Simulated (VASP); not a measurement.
Write the native input for VASP 6.6.1 that does the following.

* Task: single point
* Functional: PBE
* Potentials or basis: VASP PAW PBE potentials, release 64 (W_sv)
* Cutoff: 520 eV
* k mesh: 11 × 11 × 11
* Occupations: fermi-dirac, width 0.05 eV
* Spin: no spin polarisation
* Further INCAR settings: ALGO = Normal; EDIFF = 1e-07; NBANDS = 13

The structure of W lies in POSCAR:

```
W
1.0
    0.0000000000      2.0300000000      2.0300000000
    2.0300000000      0.0000000000      2.0300000000
    2.0300000000      2.0300000000      0.0000000000
W
1
Direct
    0.0000000000      0.0000000000      0.0000000000
```

This isn't the form of W at room conditions, which is bcc.

One way to write it, as run:

INCAR

```
SYSTEM = W
PREC = Accurate
ENCUT = 520
EDIFF = 1E-7
ISMEAR = -1
SIGMA = 0.05
LREAL = .FALSE.
LASPH = .TRUE.
NELM = 60
ALGO = Normal
ISIF = 2
LWAVE = .FALSE.
LCHARG = .FALSE.
GGA = PE
NBANDS = 13
```

KPOINTS

```
regular mesh
0
G
  11 11 11
  0 0 0
```

Potentials or basis: VASP PAW PBE potentials, release 64 (W_sv).

Run with:

```console
$ cat potpaw_PBE.64/W_sv/POTCAR > POTCAR
$ mpirun -np 1 vasp_std > vasp.out
```

Results of the run:

- Pressure: -4.4 GPa
- Band gap on the k mesh: none (metal or under the smearing width)

Run time: 6.9 s on 1 thread of Intel(R) Xeon(R) Platinum 8488C (Sapphire Rapids), on a shared host, peak memory 0.14 GiB.
